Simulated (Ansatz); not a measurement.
**V in Ansatz: the effect of functional**

V:

```
CELL_PARAMETERS angstrom
-1.37772 1.64119 1.64793
1.50498 -1.49126 1.62526
1.27255 1.38609 -1.49800
ATOMIC_POSITIONS crystal
V 0.00000 0.00000 0.00000
```

The cell isn't the ideal one: cell sheared at random, sigma 0.1, atoms nudged by 0.01 Å.

Alike in all runs:

- Program: Ansatz 0.2.0
- Task: band structure
- Potentials or basis: Ansatz PAW
- k mesh: 6 × 7 × 8
- Occupations: fermi-dirac, width 0.05 eV
- Spin: collinear spin, ferromagnetic start
- Starting moments: [2.0] μB

**Question.** One run gave: pressure -8.2 GPa. Which functional did it use?
A. LDA
B. r2SCAN
C. PBEsol

**Answer.** C.

| functional | cutoff | pressure (GPa) |
| --- | --- | --- |
| LDA | 420 eV (not typed: the program's choice for these potentials) | -14.1 |
| PBEsol | 420 eV (not typed: the program's choice for these potentials) | -8.2 |
| r2SCAN | 500 eV (not typed: the program's choice for these potentials) | -4.1 |

Caveats: all runs use coarse meshes; the PAW data sets come from PBE, with cores solved anew for the run's functional, which leaves a small shift of forces and pressure; the starting moments weren't kept; the magnetic or orbital state may not be the lowest (some runs).
